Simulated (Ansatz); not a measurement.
**Equation of state of Fe**

```cif
data_structure
_symmetry_space_group_name_H-M 'Pm-3m'
_symmetry_Int_Tables_number 221
_cell_length_a 2.3678
_cell_length_b 2.3678
_cell_length_c 2.3678
_cell_angle_alpha 90.000
_cell_angle_beta 90.000
_cell_angle_gamma 90.000
_cell_volume 13.28
loop_
_atom_site_label
_atom_site_type_symbol
_atom_site_symmetry_multiplicity
_atom_site_Wyckoff_symbol
_atom_site_fract_x
_atom_site_fract_y
_atom_site_fract_z
_atom_site_occupancy
Fe1 Fe 1 a 0.00000 0.00000 0.00000 1
```

The runs use the primitive cell with vectors (2.368, 0.000, 0.000), (0.000, 2.368, 0.000), (0.000, 0.000, 2.368) Å, to which the k mesh refers.

The structure comes from a relaxation in the same program, started in the sc type, and has space group Pm-3m. Whether it is a known phase or the ground state wasn't checked.

The magnetic state is the one reached from the start moments; no search over orders was made, so it needn't be the ground state.

All numbers are computed: DFT, PBE, all-electron LAPW, scalar-relativistic (Ansatz 0.2.0); DFT, PBE, PAW with Ansatz's default frozen-core files, scalar-relativistic (Ansatz 0.2.0).

For LAPW: a Γ-centred 18×18×18 k mesh, Fermi–Dirac smearing of 0.03 eV, basis error target 0.5 meV/atom, spin-polarised from start moments Fe 3 μB. PAW takes a cutoff of 420 eV at this cell. The Ansatz runs share mesh, smearing and spin set-up. Plane-wave (PAW) pressures include the program's estimate of the Pulay term.

The cell above is scaled evenly, with fractional coordinates and shape held.

```tsv
V/V(cell)	V (Å³/atom)	P, LAPW (GPa)	P, PAW (GPa)	moment, LAPW (μB)
0.9405	12.486	10.07	10.14	2.30
0.9800	13.010	2.94	3.04	2.33
1.0000	13.276	-0.13	0.02	2.35
1.0200	13.541	-2.72	-2.46	2.38
1.0600	14.072	?	?	?
```

Task: Fill in the row V/V(cell) = 1.0600.

Result: P, LAPW (GPa) = -6.26, P, PAW (GPa) = -6.04, moment, LAPW (μB) = 2.49.

Task: What do Birch–Murnaghan fits to the pressures give?

Result: LAPW: V0 = 13.26 Å³/atom, B0 = 134 GPa, B0′ = 7.5; PAW: V0 = 13.28 Å³/atom, B0 = 131 GPa, B0′ = 7.5.

PAW's V0 lies 0.13 % from the all-electron value and its B0 -2.1 %. Symmetry fixes shape and coordinates here, so this is the relaxed modulus.
